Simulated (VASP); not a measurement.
Crystal: CdO2.

```
Cd O
1.0
     3.47623    0.00000    0.00000
    -1.73811    3.01050    0.00000
     0.00000    0.00000    4.14808
Cd O
1 2
Direct
  0.00000 0.00000 0.00000
  0.33333 0.66667 0.24422
  0.66667 0.33333 0.75578
```

The cell comes from a database or a generator and needn't be the stable form of this composition.

```yaml
Program: VASP 6.6.1
Task: relaxation of cell and atoms
Functional: PBEsol
Potentials_or_basis: VASP PAW PBE potentials, release 64 (Cd, O)
Cutoff: 600 eV
k_mesh: 8 × 8 × 6
Occupations: fermi-dirac, width 0.05 eV
Spin: no spin polarisation
```

At the start: pressure -9.4 GPa; volume 14.47 Å³/atom.

Problem. Where does the relaxation end?

Solution. Over 17 steps the energy falls by 98.5 meV/atom and the volume is 11.79 Å³/atom (-18.5 %); space group P-3m1 (No. 164, to 0.05 Å).

Step by step:
```tsv
step	energy change (eV)	largest force (eV/Å)	pressure (GPa)	volume (Å³)
1	0.0000	0.1981	-9.42	43.41
2	-0.1187	0.6453	3.38	38.28
3	-0.1320	0.4207	-0.38	39.40
4	-0.1603	0.4418	-0.35	38.81
5	-0.2399	0.4385	0.32	37.03
6	-0.2546	0.0297	5.53	33.46
7	-0.2821	0.3314	2.36	35.21
8	-0.2838	0.2759	2.92	34.82
9	-0.2690	0.2775	-4.42	36.13
10	-0.2926	0.0540	-0.12	35.30
11	-0.2946	0.0192	0.01	35.28
12	-0.2954	0.0181	0.11	35.26
13	-0.2955	0.0156	-0.08	35.34
14	-0.2955	0.0152	-0.10	35.36
15	-0.2955	0.0137	-0.23	35.40
16	-0.2955	0.0139	-0.18	35.37
17	-0.2955	0.0021	-0.04	35.37
```

Final structure:
```yaml
crystal:
  lattice:
    - [3.37013, 0.00000, 0.00000]
    - [-1.68506, 2.91861, 0.00000]
    - [0.00000, 0.00000, 3.59560]
  atoms:
    - { symbol: Cd, position: [0.00000, 0.00000, 0.00000] }
    - { symbol: O, position: [0.33333, 0.66667, 0.28503] }
    - { symbol: O, position: [0.66667, 0.33333, 0.71497] }
```

Caveat: the volume moved by over 15 % at a fixed basis, so the end points are rough; the PAW data sets were made with another functional, which shifts forces and pressure a little.
